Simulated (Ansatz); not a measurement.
The system is PtSe2 (Sudovikovite).

```
Pt Se
1.0
     3.72400    0.00000    0.00000
    -1.86200    3.22508    0.00000
     0.00000    0.00000    5.06200
Pt Se
1 2
Cartesian
  0.0000 0.0000 0.0000
  1.8620 1.0750 3.7965
  0.0000 2.1501 1.2655
```

Program: Ansatz 0.2.0. Alike in all runs: potentials or basis Ansatz PAW; cell as given; cutoff (eV) 420.

Problem. Order these runs on this cell by their pressure, lowest first.
A. level RPBE; spin off; k mesh 8 × 8 × 5; smearing fermi-dirac 0.05 eV; points for each segment of the path 14
B. level PBEsol; spin SOC, no magnetisation; k mesh 6 × 6 × 4; smearing fermi-dirac 0.05 eV; points for each segment of the path 14
C. level PBE; spin off; k mesh 8 × 8 × 5; smearing gaussian 0.026 eV
D. level LDA; spin SOC, no magnetisation; k mesh 6 × 6 × 4; smearing fermi-dirac 0.05 eV; points for each segment of the path 14
E. level BLYP; spin off; k mesh 8 × 8 × 5; smearing fermi-dirac 0.05 eV; points for each segment of the path 14

Solution. D (-0.4 GPa), B (2.2 GPa), C (7.3 GPa), A (9.8 GPa), E (14.6 GPa).

Caveats: the PAW data sets come from PBE, with cores solved anew for the run's functional, which leaves a small shift of forces and pressure (some runs).
